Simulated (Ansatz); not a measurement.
# Al2O3 (Pnnm) in Ansatz: a series of runs

Aim: see how the results for Al2O3 move with the level of theory and the settings. Levels: LDA, PBEsol+D3(BJ), PBE. Tasks: relaxation of cell and atoms, single point.

Everything below comes from runs of Ansatz 0.2.0. Logs are shortened: lines on timing, memory, paths and dates and some standing lists are left out, and cuts for length are marked.

**1. The structure**

It takes space group Pnnm (No. 58, orthorhombic). The conventional cell has a = 4.614 Å, b = 9.563 Å, c = 3.120 Å, α = 90.00°, β = 90.00°, γ = 90.00°. Al (site symmetry m) has 4 O at 1.68 to 1.82 Å as nearest neighbours. O (site symmetry 2/m) has 2 Al at 1.68 Å as nearest neighbours. O (site symmetry m) is surrounded by 3 Al at 1.82 Å.

Measurements of this composition are mostly on another form, of space group No. 167.

**2. Relaxation of cell and atoms, LDA, target pressure 2 GPa, at which the enthalpy is minimised**

input.yaml reads:

```yaml
crystal:
  lattice:
    - [4.613777, 0.0, 0.0]
    - [0.0, 9.563279, 0.0]
    - [0.0, 0.0, 3.119862]
  atoms:
    - { symbol: Al, position: [0.982975, 0.824573, 0.0] }
    - { symbol: Al, position: [0.017025, 0.175427, 0.0] }
    - { symbol: Al, position: [0.482975, 0.675427, 0.5] }
    - { symbol: Al, position: [0.517025, 0.324573, 0.5] }
    - { symbol: O, position: [0.5, 0.5, 0.5] }
    - { symbol: O, position: [0.123635, 0.75305, 0.5] }
    - { symbol: O, position: [0.376365, 0.25305, 0.0] }
    - { symbol: O, position: [0.623635, 0.74695, 0.0] }
    - { symbol: O, position: [0.0, 0.0, 0.0] }
    - { symbol: O, position: [0.876365, 0.24695, 0.5] }
hamiltonian:
  xc: lda
  pseudopotentials: { kind: paw }
kpoints:
  mp_grid: { grid: [5, 3, 7] }
scf:
  occupations: { method: fermi_dirac, width: 0.05 }
output:
  forces: true
  stress: true
  eigenvalues: true
relax:
  f_tol: 0.01
  max_steps: 40
  cell: { stress_tol: 0.05, p_target: 2.0 }
```

Potentials or basis: Ansatz PAW.

On the command line:

```console
> ansatz run input.yaml --threads 4 --pin off --max-ram 11264MiB --backend cpu --events-out ev --progress --plain --runs-dir out
```

The log of the run:

```text
Warning: RAYON_NUM_THREADS=4 ignored (pool sized by the plan → 4); use --threads N
Engine: ansatz 0.2.0, aarch64-unknown-linux-gnu
Pseudopotentials: kind: paw
Pseudopotential: Al, paw, valence charge 3, recommended cutoff 420 eV (normal), Al.paw.azcp
Pseudopotential: O, paw, valence charge 6, recommended cutoff 420 eV (normal), O.paw.azcp
Functional definition: SPW92
  exchange = slater_x
  correlation = pw_c
Crystal: 10 atoms, lattice volume = 137.657 Å³
Basis set: ecut = 420 eV, 2707 PW (Γ)
Bands: 34, of which v1, the nominal top of the filled ones, is band 24 counted from 1 (23 counted from 0)
Symmetry: 8 space group operations
Space group: Pnnm (ITA 58), of the structure as read, at distance tolerance 5.2e-5 Å
k-points: 24 of 105
Non-local potential: Al, projectors of the file, l = 0: 2, l = 1: 2, l = 2: 1
Non-local potential: O, projectors of the file, l = 0: 2, l = 1: 2, l = 2: 1
PAW form: soft (Blöchl's): semilocal exchange-correlation on the pseudo side does not see the compensation charge
PAW frozen core: Al, regenerated for the run's functional, and the local potential with it (the file was generated under x = pbe(κ = 0.804, μ = 0.2195149727645171), c = pbe(β = 0.06672455060314922))
PAW frozen core: O, regenerated for the run's functional, and the local potential with it (the file was generated under x = pbe(κ = 0.804, μ = 0.2195149727645171), c = pbe(β = 0.06672455060314922))
PAW one-centre angular grid: Al, 110 points (default); XC on 64 Gauss nodes
PAW one-centre angular grid: O, 110 points (default); XC on 64 Gauss nodes
Initial density: superposition of atomic densities (neutral atoms: chi_scale 0, normalization atom), corrected by the library's trained network
Initial wavefunctions: pseudopotential atomic-orbital guess
Functional: x = slater, c = lda
SCF iter   1: F=—  HF=-5397.528122 eV  |F-HF|=—  |Δ(HF+E_count)|=         —  Δρ=1.33e-2  dr2=2.39e-1  ethr=1.77e-3  ⟨swp⟩=6.8  Hψ=4189  notcnv=0  defer=4
preconditioner: auto → Resta (q_TF=auto, 2.289 Å⁻¹)  ε∞=3.2  [insulator: Δε(μ)=3.204 eV  Ē_g=14.716 eV  σ=0.050 eV  W_gap=1.00  n_scr=22 (ndim 8)  ℏωp=21.9 eV  f_vac=0.149  D(μ)=0.00/eV (n_scr^D=0)  ε∞_Penn≈3.2]
SCF iter   2: F=—  HF=-5397.461475 eV  |F-HF|=—  |Δ(HF+E_count)|=   6.66e-2  Δρ=4.02e-3  dr2=8.30e-3  ethr=4.98e-4  ⟨swp⟩=2.4  Hψ=1613  notcnv=0  defer=76
SCF iter   3: F=—  HF=-5397.459812 eV  |F-HF|=—  |Δ(HF+E_count)|=   1.66e-3  Δρ=1.65e-3  dr2=2.82e-3  ethr=1.73e-5  ⟨swp⟩=2.2  Hψ=1230  notcnv=0  defer=76
SCF iter   4: F=—  HF=-5397.459818 eV  |F-HF|=—  |Δ(HF+E_count)|=   5.89e-6  Δρ=9.76e-4  dr2=1.12e-3  ethr=5.87e-6  ⟨swp⟩=2.4  Hψ=1064  notcnv=0  defer=76
SCF iter   5: F=—  HF=-5397.459652 eV  |F-HF|=—  |Δ(HF+E_count)|=   1.66e-4  Δρ=1.59e-4  dr2=7.21e-5  ethr=2.34e-6  ⟨swp⟩=2.5  Hψ=1166  notcnv=0  defer=76
SCF iter   6: F=—  HF=-5397.459708 eV  |F-HF|=—  |Δ(HF+E_count)|=   5.59e-5  Δρ=4.83e-5  dr2=4.01e-6  ethr=1.50e-7  ⟨swp⟩=2.4  Hψ=1067  notcnv=0  defer=76
SCF iter   7: F=-5397.459709 eV  HF=-5397.459709 eV  |F-HF|=3.31e-8  |Δ(HF+E_count)|=   1.65e-6  Δρ=5.23e-6  dr2=5.12e-8  ethr=2.08e-10  ⟨swp⟩=10.5  Hψ=4621  notcnv=0
SCF 1 converged in 7 iterations: F = -5397.459709 eV  dr2 = 5.12e-8
relax step   1: F+E_penalty+E_count = -5397.45970931 eV  Δ(F+E_penalty+E_count) = +0.000e0 eV  max|allowed force component| = 2.009e-1 eV/Å  Δτ_max = 0.0000 Å  P = -6.514 GPa  Ω = 137.657 Å³  (7 SCF iters, dr2 threshold 1.00e-7 eV, accepted)
Crystal: 10 atoms, lattice volume = 134.008 Å³
Basis set: ecut = 420 eV, 2615 PW (Γ)
Initial density: handed on by an earlier stage of this run
Initial wavefunctions: those handed on with the density
iter 1 solved again at ethr=8.50e-5 eV; its pass at ethr=3.10e-3 eV (dr2=4.08e-2 eV) is discarded
SCF iter   1: F=—  HF=-5397.641043 eV  |F-HF|=—  |Δ(HF+E_count)|=         —  Δρ=6.07e-3  dr2=4.33e-2  ethr=8.50e-5  ⟨swp⟩=2.0  Hψ=4274  notcnv=0
preconditioner: auto → Resta (q_TF=auto, 2.299 Å⁻¹)  ε∞=3.2  [insulator: Δε(μ)=3.530 eV  Ē_g=15.129 eV  σ=0.050 eV  W_gap=1.00  n_scr=22 (ndim 8)  ℏωp=22.2 eV  f_vac=0.133  D(μ)=0.00/eV (n_scr^D=0)  ε∞_Penn≈3.2]
SCF iter   2: F=—  HF=-5397.628576 eV  |F-HF|=—  |Δ(HF+E_count)|=   1.25e-2  Δρ=2.38e-3  dr2=5.27e-3  ethr=8.50e-5  ⟨swp⟩=2.0  Hψ=1486  notcnv=0
SCF iter   3: F=—  HF=-5397.627146 eV  |F-HF|=—  |Δ(HF+E_count)|=   1.43e-3  Δρ=1.09e-3  dr2=1.56e-3  ethr=1.10e-5  ⟨swp⟩=2.0  Hψ=1152  notcnv=0
SCF iter   4: F=—  HF=-5397.626720 eV  |F-HF|=—  |Δ(HF+E_count)|=   4.27e-4  Δρ=1.45e-4  dr2=4.78e-5  ethr=3.25e-6  ⟨swp⟩=2.0  Hψ=1393  notcnv=0
SCF iter   5: F=—  HF=-5397.626731 eV  |F-HF|=—  |Δ(HF+E_count)|=   1.12e-5  Δρ=1.73e-4  dr2=3.24e-5  ethr=9.96e-8  ⟨swp⟩=2.0  Hψ=1289  notcnv=0
SCF iter   6: F=—  HF=-5397.626725 eV  |F-HF|=—  |Δ(HF+E_count)|=   6.27e-6  Δρ=3.08e-5  dr2=1.57e-6  ethr=6.76e-8  ⟨swp⟩=2.1  Hψ=1291  notcnv=0
SCF iter   7: F=-5397.626726 eV  HF=-5397.626725 eV  |F-HF|=6.71e-8  |Δ(HF+E_count)|=   7.20e-7  Δρ=5.67e-6  dr2=6.66e-8  ethr=2.08e-9  ⟨swp⟩=7.3  Hψ=3628  notcnv=0
SCF 2 converged in 7 iterations: F = -5397.626726 eV  dr2 = 6.66e-8
relax step   2: F+E_penalty+E_count = -5397.62672556 eV  Δ(F+E_penalty+E_count) = -1.670e-1 eV  max|allowed force component| = 1.314e-1 eV/Å  Δτ_max = 0.0307 Å  P = -2.684 GPa  Ω = 134.008 Å³  energy of the carried Pulay correction = +1.652e-2 eV  (7 SCF iters, dr2 threshold 1.00e-6 eV, accepted)
Crystal: 10 atoms, lattice volume = 130.109 Å³
Basis set: ecut = 420 eV, 2525 PW (Γ)
[... 192 lines left out ...]
SCF iter   4: F=—  HF=-5397.707539 eV  |F-HF|=—  |Δ(HF+E_count)|=   1.24e-5  Δρ=4.12e-5  dr2=1.31e-6  ethr=9.60e-8  ⟨swp⟩=2.0  Hψ=1243  notcnv=0
SCF iter   5: F=—  HF=-5397.707540 eV  |F-HF|=—  |Δ(HF+E_count)|=   5.08e-7  Δρ=1.13e-5  dr2=1.47e-7  ethr=2.73e-9  ⟨swp⟩=2.8  Hψ=1398  notcnv=0
SCF iter   6: F=—  HF=-5397.707540 eV  |F-HF|=—  |Δ(HF+E_count)|=   4.92e-8  Δρ=9.01e-6  dr2=8.10e-8  ethr=1.14e-10  ⟨swp⟩=5.8  Hψ=3038  notcnv=0
SCF iter   7: F=-5397.707540 eV  HF=-5397.707540 eV  |F-HF|=3.33e-10  |Δ(HF+E_count)|=   1.23e-8  Δρ=1.22e-6  dr2=1.12e-9  ethr=1.14e-10  ⟨swp⟩=4.0  Hψ=2367  notcnv=0
SCF 18 converged in 7 iterations: F = -5397.707540 eV  dr2 = 1.12e-9
relax step  18: F+E_penalty+E_count = -5397.70753960 eV  Δ(F+E_penalty+E_count) = +2.692e-3 eV  max|allowed force component| = 2.454e-3 eV/Å  Δτ_max = 0.0131 Å  P = +1.993 GPa  Ω = 120.782 Å³  energy of the carried Pulay correction = +1.858e-3 eV  (7 SCF iters, dr2 threshold 5.47e-8 eV, accepted)
iter 1 solved again at ethr=1.47e-7 eV; its pass at ethr=3.10e-3 eV (dr2=7.06e-5 eV) is discarded
SCF iter   1: F=—  HF=-5397.705771 eV  |F-HF|=—  |Δ(HF+E_count)|=         —  Δρ=3.32e-5  dr2=1.88e-7  ethr=1.47e-7  ⟨swp⟩=3.1  Hψ=6595  notcnv=0
preconditioner: auto → Resta (q_TF=auto, 2.339 Å⁻¹)  ε∞=3.3  [insulator: Δε(μ)=3.602 eV  Ē_g=15.474 eV  σ=0.050 eV  W_gap=1.00  n_scr=22 (ndim 8)  ℏωp=23.4 eV  f_vac=0.059  D(μ)=0.00/eV (n_scr^D=0)  ε∞_Penn≈3.3]
SCF iter   2: F=—  HF=-5397.705773 eV  |F-HF|=—  |Δ(HF+E_count)|=   1.49e-6  Δρ=1.57e-5  dr2=4.73e-8  ethr=3.91e-10  ⟨swp⟩=2.2  Hψ=1269  notcnv=0
SCF iter   3: F=—  HF=-5397.705773 eV  |F-HF|=—  |Δ(HF+E_count)|=   1.61e-8  Δρ=5.30e-6  dr2=4.76e-9  ethr=9.85e-11  ⟨swp⟩=2.2  Hψ=1259  notcnv=0
SCF iter   4: F=—  HF=-5397.705773 eV  |F-HF|=—  |Δ(HF+E_count)|=   1.72e-9  Δρ=3.75e-7  dr2=1.11e-10  ethr=9.93e-12  ⟨swp⟩=2.1  Hψ=1300  notcnv=0
SCF iter   5: F=-5397.705773 eV  HF=-5397.705773 eV  |F-HF|=9.09e-13  |Δ(HF+E_count)|=  1.64e-11  Δρ=1.24e-7  dr2=1.61e-11  ethr=1.00e-12  ⟨swp⟩=5.3  Hψ=2748  notcnv=0
SCF 19 converged in 5 iterations: F = -5397.705773 eV  dr2 = 1.61e-11
relax step  19: F+E_penalty+E_count = -5397.70577288 eV  Δ(F+E_penalty+E_count) = +1.767e-3 eV  max|allowed force component| = 2.464e-3 eV/Å  Δτ_max = 0.0000 Å  P = +1.984 GPa  Ω = 120.782 Å³  stress off target by 3.38e-2 GPa  SCF on the basis re-selected at this cell (its energy is not comparable with the rows above)  (5 SCF iters)
basis re-selected at this cell: Δ(F+E_penalty+E_count) = +1.767e-3 eV, ΔP = -0.009 GPa vs the last step (what re-selecting the basis moved, of the pressure what is left beyond the Pulay correction that the steps carried, after the strain that the cell walked since its last selection, with what the two solves' SCF thresholds leave and, on support functions, any second-order correction that the steps lacked; it is no measure of the basis error at this ecutwfc). This SCF's stress stands 3.38e-2 GPa from its target on what of the cell is left free (relax.cell.stress_tol is 5.00e-2 GPa) and its largest allowed force component is 2.46e-3 eV/Å (relax.f_tol is 1.00e-2 eV/Å): within both
SCF converged after 5 iterations
Free energy (F): -5397.705773 eV
Harris-Foulkes:  -5397.705773 eV  (|F-HF|=9.09e-13)
Internal energy: -5397.705773 eV  (E = F + TS)
E sigma→0 (E₀):  -5397.705773 eV
Fermi energy:    5.631926 eV
--- Per-component energies (eV) ---
  E_band       = -151.814028
  E_kinetic    = 1167.453437
  E_local      = -2745.932289  (includes V_loc(G=0)·N_el)
  E_nonlocal   = 344.260968
  E_hartree    = 1005.092439
  E_xc         = -597.794478
  E_vxc        = -683.340264  (∫ρ·V_xc dr)
  E_paw        = -2663.218329  (= ΣΔE_a)
  E_vpaw       = -244.456260  (= ΣTr[D̂ρ^β])
  E_aug_tail   = 0.015531  (compensation charges beyond the density's cutoff)
  E_ewald      = -1908.387447
  E_core_change = 0.804395  (= ΣΔE_core)
  E_smearing   = -0.000000  (= −TS)
  E_closure    = -0.000000  (closes the sum)
  Σ components = -5397.705773   (vs F -5397.705773, Δ=0.00e0)
--- Forces (eV/Å), atoms counted from 1 ---
  atom   1  Al     0.00246287    -0.00101883     0.00000000
  atom   2  Al    -0.00246287     0.00101883     0.00000000
  atom   3  Al     0.00246287     0.00101883     0.00000000
  atom   4  Al    -0.00246287    -0.00101883     0.00000000
  atom   5  O      0.00000000     0.00000000     0.00000000
  atom   6  O     -0.00246359     0.00168956     0.00000000
  atom   7  O      0.00246359     0.00168956     0.00000000
  atom   8  O     -0.00246359    -0.00168956     0.00000000
  atom   9  O      0.00000000    -0.00000000     0.00000000
  atom  10  O      0.00246359    -0.00168956     0.00000000
  max |Σ_I F_I| component: 4.34e-19 eV/Å
--- Stress (GPa, compression-positive) ---
        1.966155       0.000000       0.000000
        0.000000       2.003369       0.000000
        0.000000       0.000000       1.982518
  P = ⅓ Tr σ = 1.9840 GPa (19.840 kbar)
--- Band table (eV; the first three rows and the last of 24) ---
  k-point 0: bands = ["-15.2539", "-15.1479", "-13.8318", "-13.7936", "-12.5521", "-12.3877", "-3.1884", "-2.4400", "-0.8384", "-0.7017", "-0.3391", "-0.3372", "-0.3042", "-0.2930", "-0.0110", "0.7318", "0.7439", "1.3332", "1.8768", "1.9145", "2.4967", "3.0037", "3.6926", "3.7604", "7.3622", "9.4275", "9.5267", "10.4007", "10.6335", "11.9627", "13.9003", "14.1462", "14.9749", "15.2320"]
  k-point 1: bands = ["-15.1150", "-15.0159", "-13.8012", "-13.7730", "-12.5002", "-12.3413", "-3.0119", "-2.2901", "-0.9455", "-0.8467", "-0.7836", "-0.5299", "-0.4358", "-0.3777", "0.1272", "0.2231", "0.5022", "1.3312", "1.8290", "1.8293", "2.5926", "3.0373", "3.2032", "3.3774", "8.1099", "9.8488", "10.0724", "10.6233", "11.0828", "11.8964", "14.0315", "14.4626", "14.7211", "15.3411"]
  k-point 2: bands = ["-14.7442", "-14.6661", "-13.7782", "-13.7670", "-12.3716", "-12.2417", "-2.6311", "-1.9306", "-1.7001", "-1.6187", "-1.5198", "-1.1646", "-0.4450", "-0.3854", "-0.0524", "0.2253", "0.4050", "1.2856", "1.6256", "1.6802", "2.4199", "2.6720", "2.8088", "3.0964", "9.6147", "10.3205", "10.5108", "11.1595", "11.5207", "11.6263", "14.2613", "14.4824", "15.1937", "15.4978"]
  k-point 23: bands = ["-14.1232", "-14.1081", "-14.0109", "-14.0016", "-12.2041", "-12.1958", "-3.1163", "-3.0519", "-2.8725", "-2.8127", "-0.7522", "-0.7263", "-0.4596", "-0.3553", "0.0542", "0.1902", "1.4521", "1.5436", "1.5654", "1.7084", "2.0125", "2.0286", "2.8733", "2.9012", "11.0234", "11.0469", "11.8302", "11.9788", "12.2174", "12.6111", "13.2243", "13.4355", "13.9266", "14.0909"]
--- Relaxed structure (16 steps of the walk, 16 accepted, 3 SCFs on fresh bases) ---
  F+E_penalty+E_count = -5397.70577288 eV   max|allowed force component| = 2.464e-3 eV/Å   (the final SCF, on the basis selected at the relaxed cell)
  cell:  # Å, volume = 120.7821 Å³
    - [4.348010506771149, 0.0, 0.0]
    - [0.0, 9.360916084374008, 0.0]
    - [0.0, 0.0, 2.967520224424376]
  atoms:
    - { symbol: Al, position: [1.1545968274018428, 0.8375257338033424, 0.0] }
    - { symbol: Al, position: [-0.1545968274018426, 0.16247426619665722, 0.0] }
    - { symbol: Al, position: [0.6545968274018424, 0.6624742661966576, 0.49999999999999994] }
    - { symbol: Al, position: [0.34540317259815745, 0.3375257338033428, 0.49999999999999994] }
    - { symbol: O, position: [0.5, 0.5, 0.49999999999999994] }
    - { symbol: O, position: [0.3583667407973548, 0.7953011170840502, 0.49999999999999994] }
    - { symbol: O, position: [0.14163325920264513, 0.2953011170840502, 0.0] }
    - { symbol: O, position: [0.858366740797355, 0.7046988829159496, 0.0] }
    - { symbol: O, position: [3.759877159162241e-19, 1.1337138365256364e-19, 0.0] }
    - { symbol: O, position: [0.6416332592026454, 0.20469888291594968, 0.49999999999999994] }
```

Run time: 37 s. Hardware: 4 threads of Arm Neoverse V1, shared host; peak memory 0.46 GiB.

Results:

```
Free energy                                            : -5397.7058 eV
Relaxed volume                                         : 12.08 Å³/atom
Relaxed cell                                           : a = 4.348 Å, b = 9.361 Å, c = 2.968 Å, α = 90.00°, β = 90.00°, γ = 90.00°
Space group after relaxing (to 0.05 Å)                 : Pnnm (No. 58)
Energy change on relaxing (the enthalpy is what falls) : -24.6 meV/atom
Ionic steps                                            : 19
Pressure after relaxing                                : 2.0 GPa
Band gap on the k mesh                                 : 3.60 eV, direct
```

Forces on the atoms (eV/Å):
```
Al   0.002 -0.001  0.000
Al  -0.002  0.001  0.000
Al   0.002  0.001  0.000
Al  -0.002 -0.001  0.000
O    0.000  0.000  0.000
O   -0.002  0.002  0.000
O    0.002  0.002  0.000
O   -0.002 -0.002  0.000
O    0.000  0.000  0.000
O    0.002 -0.002  0.000
```

The path:
```csv
step,energy change (eV),largest force (eV/Å),volume (Å³)
1,0.0000,0.2026,137.66
2,-0.1670,0.1389,134.01
3,-0.2318,0.0779,130.11
4,-0.2550,0.0383,130.64
5,-0.2982,0.1913,132.33
6,-0.3155,0.2202,132.65
7,-0.3324,0.0512,130.29
8,-0.3333,0.0190,129.22
9,-0.3210,0.2187,126.39
10,-0.3100,0.1238,123.86
11,-0.3120,0.0480,123.71
12,-0.3127,0.0028,123.59
13,-0.2758,0.0027,123.59
14,-0.2674,0.0095,122.05
15,-0.2604,0.0162,121.11
16,-0.2610,0.0044,121.16
17,-0.2505,0.0044,121.16
18,-0.2478,0.0030,120.78
19,-0.2461,0.0030,120.78
```

Final structure:
```xyz
10
Lattice="4.3480 0.0000 0.0000 0.0000 9.3609 0.0000 0.0000 0.0000 2.9675" Properties=species:S:1:pos:R:3 pbc="T T T"
Al    5.0202    7.8400    0.0000
Al   -0.6722    1.5209    0.0000
Al    2.8462    6.2014    1.4838
Al    1.5018    3.1596    1.4838
O     2.1740    4.6805    1.4838
O     1.5582    7.4447    1.4838
O     0.6158    2.7643    0.0000
O     3.7322    6.5966    0.0000
O     0.0000    0.0000    0.0000
O     2.7898    1.9162    1.4838
```

Levels at points of the mesh, in eV from the valence-band top:
```csv
k point,band 20,band 21,band 22,band 23,band 24,band 25,band 26,band 27,band 28,band 29
"(0.00, 0.00, 0.00)",-1.85,-1.26,-0.76,-0.07,0.00,3.60,5.67,5.77,6.64,6.87
```

Caveat: odd divisions of the mesh miss points on the zone boundary, where band edges often lie, so the gap on the mesh can be too wide; the plane-wave basis is chosen anew once the cell has moved, so the energies of steps on either side of that aren't comparable; the pressure holds a Pulay correction of +0.8 GPa for the finite cutoff; the PAW data sets come from PBE, with cores solved anew for the run's functional, which leaves a small shift of forces and pressure. Expect the measured gap to be larger: semilocal functionals such as LDA lack the derivative discontinuity.

[end of part 1 of 2]
